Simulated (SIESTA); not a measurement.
**Ni in SIESTA: convergence with k mesh**

Input of the first run (k mesh 3 × 3 × 3); the others differ in this setting and in those tied to it:

Contents of run.py:

```python
from ase import Atoms
from ase.calculators.siesta import Siesta
from ase.units import Ry, GPa

atoms = Atoms(
    ['Ni'],
    cell=[
        [-1.388528, 1.363127, 1.431767],
        [1.331084, -1.362437, 1.373633],
        [1.415301, 1.38921, -1.431077],
    ],
    scaled_positions=[
        [-0.020755, -0.023133, -0.019485],
    ],
    pbc=True,
)

fdf = {
    'SCFMustConverge': False,
    'DM.InitSpin': ['  1   1.000'],
    'OccupationFunction': 'FD',
    'ElectronicTemperature': '0.05 eV',
    'MaxSCFIterations': '200',
    'SCF.Mixer.Method': 'Pulay',
    'SCF.Mixer.Weight': '0.1',
    'SCF.Mixer.History': '10',
    'SCF.DM.Tolerance': '5.0e-05',
    'SCF.H.Tolerance': '1.0e-03 eV',
    'WriteForces': 'true',
    'Charge.Mulliken': 'end',
    'PAO.Basis': ['Ni.1 5', 'n=3 0 2', '  2.437 0.000', 'n=4 0 2', '  7.067 0.000', 'n=3 1 2', '  2.721 0.000', 'n=4 1 1', '  7.067', 'n=3 2 2', '  4.466 0.000'],
}
calc = Siesta(
    label="Ni",
    command="siesta < PREFIX.fdf > PREFIX.out",
    pseudo_path="pseudos",
    pseudo_qualifier="",
    xc=('GGA', 'PBEsol'),
    basis_set="DZP",
    mesh_cutoff=800 * Ry,
    energy_shift=0.003 * Ry,
    kpts=[3, 3, 3],
    spin="collinear",
    fdf_arguments=fdf,
)
atoms.calc = calc

print(f"energy = {atoms.get_potential_energy():.6f} eV")
free = atoms.get_potential_energy(force_consistent=True)
print(f"free energy = {free:.6f} eV")
print("forces (eV/A):")
print(atoms.get_forces(apply_constraint=False).round(6))
print("stress (GPa, Voigt order, tension positive):", (atoms.get_stress() / GPa).round(4))
```

Potentials or basis: PseudoDojo 0.4 standard (PBEsol files), DZP (energy shift 0.003 Ry; two zetas on semicore shells).

The run is started by

```console
$ python run.py
```

The cell isn't the ideal one: cell strained at random at fixed volume.

This isn't the form of Ni at room conditions, which is fcc.

Hardware: 1 thread of Arm Neoverse V1 (shared host).

| k mesh | energy less the tightest run, at zero smearing (meV/atom) | pressure (GPa) | largest site moment (μB) | SCF cycles | CPU time (s) | peak memory (GiB) |
| --- | --- | --- | --- | --- | --- | --- |
| 3 × 3 × 3 | 80.90 | 3.68 | 0.96 | 13 | 22 | 0.19 |
| 5 × 5 × 5 | 26.71 | -0.83 | 0.88 | 11 | 22 | 0.19 |
| 7 × 7 × 7 | -8.29 | -4.51 | 0.52 | 13 | 29 | 0.19 |
| 9 × 9 × 9 | 2.96 | -3.86 | 0.57 | 12 | 36 | 0.19 |
| 11 × 11 × 11 | -0.29 | -3.54 | 0.61 | 12 | 48 | 0.19 |
| 13 × 13 × 13 | 1.89 | -3.49 | 0.60 | 14 | 76 | 0.19 |
| 16 × 16 × 16 | 0.00 | -3.83 | 0.55 | 14 | 130 | 0.19 |

Not settled before the last step: the energy (to 1 meV/atom), the pressure (to 0.1 GPa), the largest site moment (to 0.02 μB). Meshes of other sizes hit other points, so gaps and Fermi surfaces needn't settle smoothly. The tightest run that finished is the yardstick and may itself not be fully converged.

Caveat, for the tightest run too: short orbitals over semicore shells can move pressures by several GPa; the basis of atomic orbitals isn't converged, which shifts pressures, moduli and gaps.
